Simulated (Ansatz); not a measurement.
How long does this Ansatz run take?

```yaml
crystal:
  lattice:
    - [0.0, 5.5160519364, 5.5160519364]
    - [5.5160519364, 0.0, 5.5160519364]
    - [5.5160519364, 5.5160519364, 0.0]
  atoms:
    - { symbol: Ca, position: [0.0, 0.0, 0.0] }
    - { symbol: Ca, position: [0.0, 0.0, 0.5] }
    - { symbol: Ca, position: [0.0, 0.5, 0.0] }
    - { symbol: Ca, position: [0.0, 0.5, 0.5] }
    - { symbol: Ca, position: [0.5, 0.0, 0.0] }
    - { symbol: Ca, position: [0.5, 0.0, 0.5] }
    - { symbol: Ca, position: [0.5, 0.5, 0.0] }
    - { symbol: Ca, position: [0.5, 0.5, 0.5] }
    - { symbol: H, position: [0.375, 0.375, 0.375] }
    - { symbol: F, position: [0.375, 0.375, 0.875] }
    - { symbol: F, position: [0.375, 0.875, 0.375] }
    - { symbol: F, position: [0.375, 0.875, 0.875] }
    - { symbol: F, position: [0.875, 0.375, 0.375] }
    - { symbol: F, position: [0.875, 0.375, 0.875] }
    - { symbol: F, position: [0.875, 0.875, 0.375] }
    - { symbol: F, position: [0.875, 0.875, 0.875] }
    - { symbol: F, position: [0.125, 0.125, 0.125] }
    - { symbol: F, position: [0.125, 0.125, 0.625] }
    - { symbol: F, position: [0.125, 0.625, 0.125] }
    - { symbol: F, position: [0.125, 0.625, 0.625] }
    - { symbol: F, position: [0.625, 0.125, 0.125] }
    - { symbol: F, position: [0.625, 0.125, 0.625] }
    - { symbol: F, position: [0.625, 0.625, 0.125] }
    - { symbol: F, position: [0.625, 0.625, 0.625] }
kpoints:
  mp_grid: { grid: [3, 3, 3] }
scf:
  occupations: { method: fermi_dirac, width: 0.01 }
hamiltonian:
  xc: pbe
  pseudopotentials: { kind: paw }
output:
  forces: true
  stress: true
  populations: true
  efg:
    quadrupole_moments_barn: { Ca: -0.0408, H: 0.00285783 }
    contact_densities: true
  write_density: true
  write_potential: true
  elf: true
  volumetric_format: npy
relax:
  f_tol: 0.03
  max_steps: 40
```

```sh
ansatz run input.yaml --threads 1 --pin off --max-ram 2560MiB --backend cpu --events-out ev --progress --plain --runs-dir out
```

It runs on 1 thread of Arm Neoverse V2 (aarch64; 8 cores open to the job, memory cap 2.5 GiB, no GPU), a shared host with a load of 0.2 a core.

Q: How much time and memory should be set aside?

A: About 32 s of wall time (32 s of CPU time) and 0.65 GiB. The run holds 186 valence electrons in 117 bands, about 6567 plane waves a k-point and 4 irreducible k-points, and took 12 SCF iterations, over 2 ionic steps. Times on a shared host vary by tens of per cent.
